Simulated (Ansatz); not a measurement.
Runs of Ansatz 0.2.0 on MnSb. The structure is hexagonal, space group P6_3/mmc (No. 194). The conventional cell has a = 4.150 Å, b = 4.150 Å, c = 5.780 Å, α = 90.00°, β = 90.00°, γ = 120.00°. Sb (site symmetry -6m2) is surrounded by 6 Mn at 2.80 Å. Mn (site symmetry -3m) is surrounded by 6 Sb at 2.80 Å and 2 Mn at 2.89 Å. 

```csv
task,level,U,cell,k mesh,cutoff (eV),hubbard projectors,double counting,points for each segment of the path,gap on the mesh (eV),pressure (GPa),moment (μB),relaxed volume (Å³/atom)
density of states,r2SCAN,-,as given,7 × 7 × 5,500,-,-,-,none,0.3,(b),-
relaxation of cell and atoms,PBEsol+U,Mn d U = 7 eV,relaxed,7 × 7 × 5,420,ortho-atomic (the default),fll (the default),-,-,0.0,(c),24.64
band structure,PBEsol,-,as given,7 × 7 × 5,420,-,-,14,none,(a),6.70,-
phonons,LDA,-,as given,6 × 6 × 4,420,-,-,-,none,-,6.56,-
relaxation of cell and atoms,BLYP+D3(BJ),-,relaxed,7 × 7 × 5,420,-,-,-,-,0.0,5.73,19.19
```

Alike in all rows: potentials or basis Ansatz PAW; spin collinear, ferromagnetic start; smearing fermi-dirac 0.05 eV.

Q: Estimate the missing entries.

A: (a) -7.1; (b) 7.47; (c) 8.42.

Caveats: only a ferromagnetic start was run, and an antiferromagnetic order may lie lower in energy; the PAW data sets come from PBE, with cores solved anew for the run's functional, which leaves a small shift of forces and pressure; the magnetic or orbital state may not be the lowest (some runs); the plane-wave basis is chosen anew once the cell has moved, so the energies of steps on either side of that aren't comparable (some runs); the volume moved by +14 % from the deposited cell, more than functionals usually miss (some runs); the U is typed as a test and isn't derived for this compound (some runs); spin-orbit coupling is left out, which moves the levels of the heavy elements (some runs).

A k mesh can miss the band edges, and the runs leave out spin-orbit coupling on Sb.

A gap of «none» marks a metal or a gap under the smearing width.

Runs at the PBE level aren't shown here.
